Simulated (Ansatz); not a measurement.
Write the native input for Ansatz 0.2.0 that does the following.

```
Task                : band structure
Functional          : BLYP
Potentials or basis : all-electron LAPW, scalar-relativistic
Cutoff              : 311 eV (chosen from the basis error)
Basis error allowed : 0.001 eV/atom
k mesh              : 8 × 8 × 8
Occupations         : fermi-dirac, width 0.05 eV
Spin                : no spin polarisation
```

The system is ZnSe (Stilleite).

```
CELL_PARAMETERS angstrom
0.00000 2.83380 2.83380
2.83380 0.00000 2.83380
2.83380 2.83380 0.00000
ATOMIC_POSITIONS crystal
Se 0.75000 0.75000 0.75000
Zn 0.00000 0.00000 0.00000
```

One way to write it, as run:

input.yaml

```yaml
crystal:
  lattice:
    - [0.0, 2.8338, 2.8338]
    - [2.8338, 0.0, 2.8338]
    - [2.8338, 2.8338, 0.0]
  atoms:
    - { symbol: Se, position: [0.75, 0.75, 0.75] }
    - { symbol: Zn, position: [0.0, 0.0, 0.0] }
kpoints:
  mp_grid: { grid: [8, 8, 8] }
  band_path:
    path:
      - [0.0, 0.0, 0.0]
      - [0.5, 0.0, 0.5]
      - [0.5, 0.25, 0.75]
      - [0.375, 0.375, 0.75]
      - [0.0, 0.0, 0.0]
      - [0.5, 0.5, 0.5]
      - [0.625, 0.25, 0.625]
      - [0.5, 0.25, 0.75]
    npoints: 6
scf:
  occupations: { method: fermi_dirac, width: 0.05 }
hamiltonian:
  xc: blyp
  pseudopotentials: { kind: all_electron, lapw: { basis_error: 0.001 } }
output:
  forces: true
  stress: true
  eigenvalues: true
```

Potentials or basis: all-electron LAPW, scalar-relativistic.

Launch:

```console
$ ansatz run input.yaml --threads 1 --pin off --max-ram 3072MiB --backend cpu --events-out ev --progress --plain --runs-dir out
```

Results of the run:

The pressure is 5.5 GPa. The band gap on the k mesh is 1.23 eV, direct and the band gap along the path is 1.23 eV, direct.

It took 24 s on 1 thread of Arm Neoverse V1, on a shared host, peak memory 0.29 GiB.
